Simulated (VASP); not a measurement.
Crystal: Hf.

```
CELL_PARAMETERS angstrom
4.10831 0.00000 0.00000
-2.05416 3.55790 0.00000
0.00000 0.00000 4.66102
ATOMIC_POSITIONS crystal
Hf 0.22540 0.00000 0.33333
Hf 0.00000 0.22540 0.66667
Hf 0.77460 0.77460 0.00000
```

The cell was built by a generator and needn't be a form met in nature.

| Quantity | Value |
| --- | --- |
| Program | VASP 6.6.1 |
| Task | relaxation of cell and atoms |
| Functional | PBEsol |
| Potentials or basis | VASP PAW PBE potentials, release 64 (Hf_pv) |
| Cutoff | 600 eV |
| k mesh | 6 × 6 × 4 |
| Occupations | gaussian, width 0.1 eV |
| Spin | no spin polarisation |

At the start: pressure 15.6 GPa; volume 22.71 Å³/atom.

Where does the relaxation end?

Over 48 steps the energy falls by 2524.8 meV/atom and the volume is 21.42 Å³/atom (-5.7 %); space group Fm-3m (No. 225, to 0.05 Å).

The path:
| step | energy change (eV) | largest force (eV/Å) | pressure (GPa) | volume (Å³) |
| --- | --- | --- | --- | --- |
| 1 | 0.0000 | 6.9930 | 15.57 | 68.13 |
| 3 | -3.4315 | 1.4799 | -9.93 | 86.80 |
| 5 | -4.4969 | 0.2519 | 1.79 | 69.15 |
| 7 | -5.0030 | 0.5487 | -3.99 | 72.03 |
| 9 | -6.8886 | 0.0001 | -11.47 | 72.21 |
| 11 | -6.7733 | 0.1424 | -12.08 | 74.43 |
| 13 | -6.8953 | 0.1570 | -12.30 | 74.24 |
| 15 | -6.9439 | 0.1311 | -12.13 | 73.78 |
| 17 | -6.9820 | 0.1494 | -11.74 | 73.43 |
| 19 | -7.2433 | 0.1484 | -7.12 | 69.06 |
| 21 | -7.3617 | 0.1508 | -0.04 | 64.07 |
| 23 | -7.3622 | 0.1516 | 0.27 | 63.88 |
| 25 | -7.3675 | 0.1567 | 0.29 | 63.84 |
| 27 | -7.3776 | 0.1740 | 0.52 | 63.64 |
| 29 | -7.3875 | 0.1906 | -0.19 | 64.08 |
| 31 | -7.4179 | 0.2545 | -3.14 | 66.08 |
| 33 | -7.4243 | 0.2658 | -4.26 | 66.90 |
| 35 | -7.4293 | 0.2652 | -4.35 | 66.96 |
| 37 | -7.4508 | 0.2450 | -4.73 | 67.27 |
| 39 | -7.4713 | 0.0096 | -6.52 | 68.49 |
| 41 | -7.5066 | 0.0701 | -5.09 | 67.45 |
| 43 | -7.5064 | 0.2839 | 3.98 | 62.14 |
| 45 | -7.5651 | 0.0869 | -0.79 | 64.70 |
| 47 | -7.5711 | 0.0467 | -0.47 | 64.52 |
| 48 | -7.5744 | 0.0101 | 0.03 | 64.25 |

Final structure:
```
CELL_PARAMETERS angstrom
3.11882 0.00000 0.00000
-1.55941 2.70097 0.00000
0.00000 0.00000 7.62774
ATOMIC_POSITIONS crystal
Hf 0.33474 0.00000 0.33333
Hf 0.00000 0.33474 0.66667
Hf 0.66526 0.66526 0.00000
```

Caveat: the PAW data sets were made with another functional, which shifts forces and pressure a little.
